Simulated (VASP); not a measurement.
Input of a VASP 6.6.1 run:

Contents of INCAR:

```
SYSTEM = WC
ALGO = Normal
EDIFF = 1E-7
EDIFFG = -0.002
ENCUT = 520
GGA = PS
IBRION = 2
ISIF = 3
ISMEAR = 0
LASPH = .True.
LCHARG = .False.
LREAL = .False.
LWAVE = .False.
NELM = 60
NSW = 80
PREC = Accurate
SIGMA = 0.1
```

KPOINTS

```
k-points
0
Gamma
  18 18 14
  0 0 0
```

The input POSCAR:

```
WC
1.0
    2.9065000000      0.0000000000      0.0000000000
   -1.4532500000      2.5171028400      0.0000000000
    0.0000000000      0.0000000000      2.8366000000
W C
1 1
Direct
    0.0000000000      0.0000000000      0.0000000000
    0.6666666700      0.3333333300      0.5000000000
```

Potentials or basis: VASP PAW PBE potentials, release 64 (W_sv, C).

The run is started by

```console
$ cat potpaw_PBE.64/W_sv/POTCAR potpaw_PBE.64/C/POTCAR > POTCAR
$ mpirun -np 1 vasp_std > vasp.out
```

Problem. What does it give for the relaxed cell?

Solution. a = 2.901 Å, b = 2.901 Å, c = 2.831 Å, α = 90.00°, β = 90.00°, γ = 120.00°.

Problem. What does it give for the space group after relaxing (to 0.05 Å)?

Solution. P-6m2 (No. 187).

Problem. What does it give for the relaxed volume?

Solution. 10.32 Å³/atom.

Final structure:
```xyz
2
Lattice="2.9012 0.0000 0.0000 -1.4506 2.5125 0.0000 0.0000 0.0000 2.8310" Properties=species:S:1:pos:R:3 pbc="T T T"
W     0.0000    0.0000    0.0000
C     1.4506    0.8375    1.4155
```

Caveat: the PAW data sets were made with another functional, which shifts forces and pressure a little. The run has no spin-orbit coupling, so splittings on W are missing.
